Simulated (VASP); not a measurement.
Here is a VASP 6.6.1 calculation.

Contents of INCAR:

```
ALGO = Normal
EDIFF = 1E-7
ENCUT = 520
GGA = PS
ISIF = 2
ISMEAR = 0
ISPIN = 2
LASPH = T
LCHARG = F
LMAXMIX = 4
LORBIT = 11
LREAL = F
LWAVE = F
MAGMOM = 4 4 0 0
NBANDS = 31
NELM = 150
PREC = Accurate
SIGMA = 0.02
```

File KPOINTS:

```
k-points
0
Gamma
  9 9 5
```

The input POSCAR:

```
MnO
3.3717
    1.000000000000      0.000000000000      0.000000000000
   -0.500000000000      0.866025403773      0.000000000000
    0.000000000000      0.000000000000      1.597265474390
Mn O
2 2
Direct
    0.6666666667      0.3333333333      0.5109600000
    0.3333333333      0.6666666667      0.0109600000
    0.6666666667      0.3333333333      0.8754700000
    0.3333333333      0.6666666667      0.3754700000
```

Potentials or basis: VASP PAW PBE potentials, release 64 (Mn_pv, O).

Launch:

```bash
$ cat potpaw_PBE.64/Mn_pv/POTCAR potpaw_PBE.64/O/POTCAR > POTCAR
$ mpirun -np 1 vasp_std > vasp.out
```

Q: Estimate the site moments.

A: Mn +4.40; O +0.20 μB.

Q: What does it give for the largest force?

A: 0.604 eV/Å.

Q: Estimate the net moment.

A: 10.00 μB per cell.

Stress tensor (GPa, compression positive):
```
-1.22  0.00  0.00
 0.00 -1.22  0.00
 0.00  0.00  6.26
```

Caveat: the PAW data sets were made with another functional, which shifts forces and pressure a little; only a ferromagnetic start was run, and an antiferromagnetic order may lie lower in energy.
